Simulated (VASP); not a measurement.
# TiPt5 (P4/mmm) in VASP: single point with PBE

Aim: the single point of TiPt5 with PBE.

Everything below comes from runs of VASP 6.6.1. Logs are shortened: lines on timing, memory, paths and dates and some standing lists are left out, and cuts for length are marked.

**1. The cell of the first run**

It takes space group P4/mmm (No. 123, tetragonal). The conventional cell has a = 5.830 Å, b = 5.830 Å, c = 4.635 Å, α = 90.00°, β = 90.00°, γ = 90.00°. Around Ti (site symmetry 4/mmm) lie 2 Pt at 2.32 Å. Around Pt (site symmetry m2m) lie 3 Pt at 2.40 to 2.43 Å. Around Pt (site symmetry 4/mmm) lie 2 Ti at 2.32 Å.

The cell was built by a generator and needn't be a form met in nature.

**2. Single point, PBE (random cell by space group and Wyckoff sites (P4/mmm, No. 123))**

INCAR

```
  PREC = Accurate
  ENCUT = 520
  EDIFF = 1E-6
  ISMEAR = 0
  SIGMA = 0.1
  LREAL = False
  LASPH = True
  NELM = 100
  ALGO = Fast
  ISIF = 2
  LWAVE = False
  LCHARG = False
  GGA = PE
  NBANDS = 40
```

KPOINTS

```
Automatic mesh
0
Gamma
  6 6 8
```

POSCAR

```
TiPt5
1.0
    5.8303989806      0.0000000000      0.0000000000
    0.0000000000      5.8303989806      0.0000000000
    0.0000000000      0.0000000000      4.6346182934
Ti Pt
1 5
Direct
    0.0000000000      0.0000000000      0.0000000000
    0.2058517123      0.5000000000      0.5000000000
    0.7941482877      0.5000000000      0.5000000000
    0.5000000000      0.2058517123      0.5000000000
    0.5000000000      0.7941482877      0.5000000000
    0.0000000000      0.0000000000      0.5000000000
```

Potentials or basis: VASP PAW PBE potentials, release 64 (Ti_sv, Pt).

On the command line:

```bash
$ cat potpaw_PBE.64/Ti_sv/POTCAR potpaw_PBE.64/Pt/POTCAR > POTCAR
$ mpirun -np 1 vasp_std > vasp.out
```

OUTCAR:

```text
PREC = Accurate
   ENCUT = 520
   EDIFF = 1E-6
   ISMEAR = 0
   LREAL = False
   LASPH = True
   NELM = 100
   ISIF = 2
   GGA = PE

 ion  position               nearest neighbor table
   1  0.000  0.000  0.000-   6 2.32   6 2.32
   2  0.206  0.500  0.500-   3 2.40   4 2.43   5 2.43   6 3.15   6 3.15   3 3.43
   3  0.794  0.500  0.500-   2 2.40   4 2.43   5 2.43   6 3.15   6 3.15   2 3.43
   4  0.500  0.206  0.500-   5 2.40   3 2.43   2 2.43   6 3.15   6 3.15   5 3.43
   5  0.500  0.794  0.500-   4 2.40   3 2.43   2 2.43   6 3.15   6 3.15   4 3.43
   6  0.000  0.000  0.500-   1 2.32   1 2.32   3 3.15   4 3.15   5 3.15   2 3.15   2 3.15   3 3.15
                             4 3.15   5 3.15

  LATTYP: Found a simple tetragonal cell.
 ALAT       =     5.8303989806
 C/A-ratio  =     0.7949058562

  Lattice vectors:

 A1 = (   5.8303989806,   0.0000000000,   0.0000000000)
 A2 = (   0.0000000000,   5.8303989806,   0.0000000000)
 A3 = (   0.0000000000,   0.0000000000,   4.6346182934)

Analysis of symmetry for initial positions (statically):
=====================================================================
 Subroutine PRICEL returns:
 Original cell was already a primitive cell.

 Routine SETGRP: Setting up the symmetry group for a
 simple tetragonal supercell.

 Subroutine GETGRP returns: Found 16 space group operations
 (whereof 16 operations were pure point group operations)
 out of a pool of 16 trial point group operations.

The static configuration has the point symmetry D_4h.

Analysis of symmetry for dynamics (positions and initial velocities):
=====================================================================
 Subroutine PRICEL returns:
 Original cell was already a primitive cell.

 Routine SETGRP: Setting up the symmetry group for a
 simple tetragonal supercell.

 Subroutine GETGRP returns: Found 16 space group operations
 (whereof 16 operations were pure point group operations)
 out of a pool of 16 trial point group operations.

The dynamic configuration has the point symmetry D_4h.

 Subroutine INISYM returns: Found 16 space group operations
 (whereof 16 operations are pure point group operations),
 and found     1 'primitive' translations

----------------------------------------------------------------------------------------

                                     Primitive cell

  volume of cell :     157.5471

  direct lattice vectors                    reciprocal lattice vectors
     5.830398981  0.000000000  0.000000000     0.171514849  0.000000000  0.000000000
     0.000000000  5.830398981  0.000000000     0.000000000  0.171514849  0.000000000
     0.000000000  0.000000000  4.634618293     0.000000000  0.000000000  0.215767499

  length of vectors
     5.830398981  5.830398981  4.634618293     0.171514849  0.171514849  0.215767499

  position of ions in fractional coordinates (direct lattice)
     0.000000000  0.000000000  0.000000000
     0.205851712  0.500000000  0.500000000
     0.794148288  0.500000000  0.500000000
     0.500000000  0.205851712  0.500000000
     0.500000000  0.794148288  0.500000000
     0.000000000  0.000000000  0.500000000

  ion indices of the primitive-cell ions
   primitive index   ion index
                 1           1
                 2           2
                 3           3
                 4           4
                 5           5
                 6           6

----------------------------------------------------------------------------------------

 KPOINTS: Automatic mesh

Automatic generation of k-mesh.
 Grid dimensions read from file:
 generate k-points for:    6    6    8

 Generating k-lattice:

  Cartesian coordinates                     Fractional coordinates (reciprocal lattice)
     0.028585808  0.000000000  0.000000000     0.166666667  0.000000000  0.000000000
     0.000000000  0.028585808  0.000000000     0.000000000  0.166666667  0.000000000
     0.000000000  0.000000000  0.026970937     0.000000000  0.000000000  0.125000000

  Length of vectors
     0.028585808  0.028585808  0.026970937

  Shift w.r.t. Gamma in fractional coordinates (k-lattice)
     0.000000000  0.000000000  0.000000000

 Subroutine IBZKPT returns following result:
 ===========================================

 Found     50 irreducible k-points:

 Following reciprocal coordinates:
            Coordinates               Weight
  0.000000  0.000000  0.000000      1.000000
  0.166667  0.000000  0.000000      4.000000
  0.333333  0.000000  0.000000      4.000000
  0.500000  0.000000  0.000000      2.000000
  0.166667  0.166667  0.000000      4.000000
  0.333333  0.166667  0.000000      8.000000
[... 16 lines left out ...]
  0.333333  0.000000  0.250000      8.000000
  0.500000  0.000000  0.250000      4.000000
 [... further k-points ...]
   k-points           NKPTS =     50   k-points in BZ     NKDIM =     50   number of bands    NBANDS=     40
   number of dos      NEDOS =    301   number of ions     NIONS =      6
   total plane-waves  NPLWV =  82944
   dimension x,y,z NGX =    48 NGY =   48 NGZ =   36
   dimension x,y,z NGXF=    96 NGYF=   96 NGZF=   72
   ions per type =               1   5
   NGX,Y,Z   is equivalent  to a cutoff of  13.69, 13.69, 12.91 a.u.
   NGXF,Y,Z  is equivalent  to a cutoff of  27.37, 27.37, 25.83 a.u.
 SYSTEM =  unknown system
   PREC   = accura    normal or accurate (medium, high low for compatibility)
   ISTART =      0    job   : 0-new  1-cont  2-samecut
   ICHARG =      2    charge: 1-file 2-atom 10-const
   ISPIN  =      1    spin polarized calculation?
   LNONCOLLINEAR =      F non collinear calculations
   LSORBIT =      F    spin-orbit coupling
   LASPH  =      T    aspherical Exc in radial PAW
   ENCUT  =  520.0 eV  38.22 Ry    6.18 a.u.  10.84 10.84  8.62*2*pi/ulx,y,z
   NELM   =    100;   NELMIN=  2; NELMDL= -5     # of ELM steps
   EDIFF  = 0.1E-05   stopping-criterion for ELM
   LREAL  =      F    real-space projection
   EDIFFG = 0.1E-04   stopping-criterion for IOM
   NSW    =      0    number of steps for IOM
   IBRION =     -1    ionic relax: 0-MD 1-quasi-New 2-CG
   NFREE  =      0    steps in history (QN), initial steepest desc. (CG)
   ISIF   =      2    stress and relaxation
   ISYM   =      2    0-nonsym 1-usesym 2-fastsym
   POTIM  = 0.5000    time-step for ionic-motion
   TEBEG  =    0.0;   TEEND  =   0.0 temperature during run
   PSTRESS=    0.0 pullay stress
   NELECT =      62.0000    total number of electrons
   NUPDOWN=      -1.0000    fix difference up-down
   EMIN   =  10.00;   EMAX   =-10.00  energy-range for DOS
   EFERMI =   0.00;   METHOD = LEGACY
   ISMEAR =     0;   SIGMA  =   0.10  broadening in eV -4-tet -1-fermi 0-gaus
   EFERMI_NEDOS =   21; number of points for ismear=-14 and -15
   IALGO  =     68    algorithm
   IMIX   =      4    mixing-type and parameters
     AMIX     =   0.40;   BMIX     =  1.00
     AMIX_MAG =   1.60;   BMIX_MAG =  1.00
  volume/ion in A,a.u.               =      26.26       177.20
  Fermi-wavevector in a.u.,A,eV,Ry     =   1.199689  2.267083 19.582224  1.439253
  Thomas-Fermi vector in A             =   2.335545
   LORBIT       =      0    0 simple, 1 ext, 2 COOP (PROOUT), +10 PAW based schemes
   GGA     = PE    functional components
   LHFCALC =     F    Hartree Fock is set to
   AEXX    =    0.0000 exact exchange contribution
   IVDW    =     0    specifies the selected vdW correction
   LEPSILON=     F    determine dielectric tensor
   LRPA    =     F    only Hartree local field effects (RPA)
 non-spin polarized calculation
 RMM-DIIS sequential band-by-band and
 Gauss-broadening in eV      SIGMA  =   0.10
  energy-cutoff  :      520.00
  volume of cell :      157.55
 maximum number of plane-waves:      4272
 NGX is ok and might be reduce to    48
   NGX = 21   NGY = 21   NGZ = 17

 number of electron      61.9999999 magnetization

 Free energy of the ion-electron system (eV)
  ---------------------------------------------------
  ext. energy  EPLUGINS =         0.00000000
  ---------------------------------------------------
  free energy    TOTEN  =       -32.09190649 eV

  energy without entropy =      -32.03045159  energy(sigma->0) =      -32.06117904

 E-fermi :   4.3530     XC(G=0):  -9.6939

 val. band max:        4.3483526220   @ k =   0.5000   0.5000   0.3750
 cond. band min:       4.3605281989   @ k =   0.1667   0.0000   0.3750
 fundamental gap:      0.0121755769
 Fermi energy:         4.3530014461

 k-point     1 :       0.0000    0.0000    0.0000
  band No.  band energies     occupation
      1     -53.8868      2.00000
      2     -30.2383      2.00000
      3     -30.2383      2.00000
      4     -29.9561      2.00000
      5      -3.2809      2.00000
      6      -2.0139      2.00000
[... 32 lines left out ...]
     39       6.2360      0.00000
     40       6.5691      0.00000

 k-point     2 :       0.1667    0.0000    0.0000
  band No.  band energies     occupation
      1     -53.8868      2.00000
      2     -30.2383      2.00000
      3     -30.2383      2.00000
      4     -29.9561      2.00000
      5      -3.1101      2.00000
      6      -1.9204      2.00000
[... 32 lines left out ...]
     39       7.1418      0.00000
     40       7.9258      0.00000

 k-point     3 :       0.3333    0.0000    0.0000
  band No.  band energies     occupation
      1     -53.8868      2.00000
      2     -30.2383      2.00000
      3     -30.2383      2.00000
      4     -29.9561      2.00000
      5      -2.6416      2.00000
      6      -1.7398      2.00000
[... 853 lines left out ...]
  band No.  band energies     occupation
      1     -53.8821      2.00000
      2     -30.2395      2.00000
      3     -30.2395      2.00000
      4     -30.0033      2.00000
      5      -2.5751      2.00000
      6      -1.3834      2.00000
[... 32 lines left out ...]
     39       6.9953      0.00000
     40       7.3680      0.00000

 k-point    24 :       0.5000    0.0000    0.2500
  band No.  band energies     occupation
      1     -53.8821      2.00000
      2     -30.2395      2.00000
      3     -30.2395      2.00000
      4     -30.0033      2.00000
      5      -2.1295      2.00000
      6      -1.6774      2.00000
[... 32 lines left out ...]
     39       7.2843      0.00000
     40       7.3771      0.00000

 [... further k-points ...]

------------------------ aborting loop because EDIFF is reached ----------------------------------------

  FORCE on cell =-STRESS in cart. coord.  units (eV):
  Direction    XX          YY          ZZ          XY          YZ          ZX
  --------------------------------------------------------------------------------------
  -------------------------------------------------------------------------------------
  Total       -0.4689728     -0.4689728      0.1702673      0.0000000     -0.0000000      0.0000000
  in kB       -4.7692243     -4.7692243      1.7315347      0.0000000     -0.0000000      0.0000000
  external PRESSURE =      -2.6023046 kB  Pullay stress =       0.0000000 kB

 VOLUME and BASIS-vectors are now :
 -----------------------------------------------------------------------------
  energy-cutoff  :      520.00
  volume of cell :      157.55
      direct lattice vectors                 reciprocal lattice vectors
     5.830398981  0.000000000  0.000000000     0.171514849  0.000000000  0.000000000
     0.000000000  5.830398981  0.000000000     0.000000000  0.171514849  0.000000000
     0.000000000  0.000000000  4.634618293     0.000000000  0.000000000  0.215767499

 POSITION                                       TOTAL-FORCE (eV/Angst)
 -----------------------------------------------------------------------------------
      0.00000      0.00000      0.00000         0.000000      0.000000     -0.000000
      1.20020      2.91520      2.31731        -0.014948      0.000000     -0.000000
      4.63020      2.91520      2.31731         0.014948      0.000000      0.000000
      2.91520      1.20020      2.31731         0.000000     -0.014948      0.000000
      2.91520      4.63020      2.31731         0.000000      0.014948     -0.000000
      0.00000      0.00000      2.31731         0.000000      0.000000     -0.000000
 -----------------------------------------------------------------------------------
    total drift:                                0.000000      0.000000     -0.000000

  FREE ENERGIE OF THE ION-ELECTRON SYSTEM (eV)
  ---------------------------------------------------
  free  energy   TOTEN  =       -32.0919064929 eV

  energy  without entropy=      -32.0304515886  energy(sigma->0) =      -32.06117904
```

It took 8.5 min on 1 thread of Intel Xeon Platinum 8488C (Sapphire Rapids), shared host; peak memory 0.44 GiB.

Results:

```
Free energy            : -32.0919 eV
Pressure               : -0.3 GPa
Largest force          : 0.015 eV/Å
Band gap on the k mesh : none (metal or under the smearing width)
```

Forces in eV/Å, atoms in the order of the input:
```
Ti   0.000  0.000  0.000
Pt  -0.015  0.000  0.000
Pt   0.015  0.000  0.000
Pt   0.000 -0.015  0.000
Pt   0.000  0.015  0.000
Pt   0.000  0.000  0.000
```

Levels at points of the mesh, in eV from the Fermi level:
```tsv
k point	band 29	band 30	band 31	band 32	band 33	band 34
(0.00, 0.00, 0.00)	-0.31	-0.26	0.20	0.32	0.96	0.96
(0.50, 0.00, 0.00)	-0.74	-0.56	-0.24	0.25	0.29	0.97
(0.50, 0.50, 0.00)	-0.91	-0.73	-0.64	0.25	0.33	0.40
(0.00, 0.00, 0.50)	-0.37	-0.33	-0.33	-0.33	-0.29	0.07
(0.50, 0.00, 0.50)	-0.59	-0.59	-0.37	-0.32	-0.17	-0.03
(0.50, 0.50, 0.50)	-1.09	-0.72	-0.46	-0.34	-0.10	0.39
```
